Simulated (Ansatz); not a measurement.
# ZrSe2 (CdI2 type): how the settings move a single-point run

Aim: see which settings change the result for ZrSe2 (CdI2 type), by how much, and at what cost.

Method: reference: DFT, PBE, all-electron PAW with datasets made for the crystal, scalar-relativistic, in Ansatz 0.2.0.

1 further run of the same task is left out (set aside as unsound or not needed).

## 1. The starting structure

It takes space group P-3m1 (No. 164, trigonal). The conventional cell has a = 3.720 Å, b = 3.720 Å, c = 6.655 Å, α = 90.00°, β = 90.00°, γ = 120.00°. Around Zr (site symmetry -3m) lie 6 Se at 2.65 Å. Around Se (site symmetry 3m) lie 3 Zr at 2.65 Å.

Structure file:

```
CELL_PARAMETERS angstrom
3.72033 0.00000 0.00000
-1.86017 3.22190 0.00000
0.00000 0.00000 6.65527
ATOMIC_POSITIONS crystal
Zr 0.00000 0.00000 0.00000
Se 0.33333 0.66667 0.23319
Se 0.66667 0.33333 0.76681
```

## 2. The reference run

The input, input.yaml:

```yaml
crystal:
  lattice:
    - [3.7203328708, 0.0, 0.0]
    - [-1.8601664354, 3.2219027766, 0.0]
    - [0.0, 0.0, 6.6552720953]
  atoms:
    - { symbol: Zr, position: [0.0, 0.0, 0.0] }
    - { symbol: Se, position: [0.3333333333, 0.6666666667, 0.2331909593] }
    - { symbol: Se, position: [0.6666666667, 0.3333333333, 0.7668090407] }
kpoints:
  mp_grid: { grid: [11, 11, 6] }
scf:
  occupations: { method: fermi_dirac, width: 0.08 }
hamiltonian:
  xc: pbe
  pseudopotentials: { kind: all_electron, datasets: crystal }
output:
  forces: true
  stress: true
  eigenvalues: true
  efg: { contact_densities: true }
```

The run is started by

```sh
> ansatz run input.yaml --threads 1 --pin off --max-ram 4096MiB --backend cpu --events-out ev --progress --plain --runs-dir out
```

## 3. Variant: symmetry.detect false, xc lda

input.yaml, as its differences from that of step 2:

```diff
@@ -9,2 +9,3 @@
     - { symbol: Se, position: [0.6666666667, 0.3333333333, 0.7668090407] }
+  symmetry: { detect: false }
 kpoints:
@@ -14,3 +15,3 @@
 hamiltonian:
-  xc: pbe
+  xc: lda
   pseudopotentials: { kind: all_electron, datasets: crystal }
```

Q: Predict the outcome of this session. Wanted: for each run, ending; energy change; pressure; gap; force.

**Answer**, as computed:

```tsv
run	ending	energy change	pressure (GPa)	gap (eV)	force (eV/Å)	cycles	time
reference	converged	-	4.9	0.32	0.71	13	87 s
1: symmetry.detect false, xc lda	converged	not comparable	-0.1	0.24	0.25	12	7.2 min
```

Residual by cycle in the longest SCF loop of each run; runs are numbered as in the table. The quantity is the density residual dr2, in eV.

```tsv
cycle	reference	run 1
1	1.68	1.81
2	0.396	0.393
3	0.0294	0.0281
4	0.00468	0.00438
5	4.7e-4	3.9e-4
6	5.5e-5	4.9e-5
8	3.9e-6	1.6e-6
9	2.0e-7	2.7e-7
10	4.2e-8	3.0e-8
11	1.3e-9	1.4e-9
12	5.0e-10	3.3e-10
13	4.9e-11	-
```

**Reading.** A change of functional puts the total energy on another scale; the pressure goes from 4.9 to -0.1 GPa, the gap on the mesh goes from 0.32 to 0.24 eV and the largest force goes from 0.71 to 0.25 eV/Å. At this fixed cell a lower pressure means that this functional prefers a smaller volume than the reference. Cost: 12 SCF cycles against 13, 7.2 min against 87 s.

Changed settings gave other datasets; differences in energy of a few meV/atom between such runs can come from the datasets alone.
